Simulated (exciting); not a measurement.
# Tc: equation of state with PBEsol

The system is Tc.

```xyz
1
Lattice="0.0000 1.9500 1.9500 1.9500 0.0000 1.9500 1.9500 1.9500 0.0000" Properties=species:S:1:pos:R:3 pbc="T T T"
Tc    0.0000    0.0000    0.0000
```

This isn't the form of Tc at room conditions, which is hcp.

- Program: exciting (release sodium)
- Task: equation of state
- Functional: PBEsol
- Potentials or basis: all-electron LAPW+lo, shipped species files, valence relativity iora*
- rgkmax: 9
- k mesh: 12 × 12 × 12
- Occupations: fermi-dirac, width 0.05 eV
- Spin: no spin polarisation

The equilibrium volume is 14.09 Å³/atom, the bulk modulus is 327 GPa and the pressure derivative of the bulk modulus is 4.6 (rough: it moves with the points fitted).

Energy against volume, from the lowest point:
| volume (Å³/atom) | energy (meV/atom) |
| --- | --- |
| 13.940 | 0.38 |
| 14.237 | 0.00 |
| 14.533 | 11.91 |
| 14.830 | 34.44 |
| 15.126 | 66.48 |
| 15.423 | 106.78 |
| 15.720 | 154.95 |
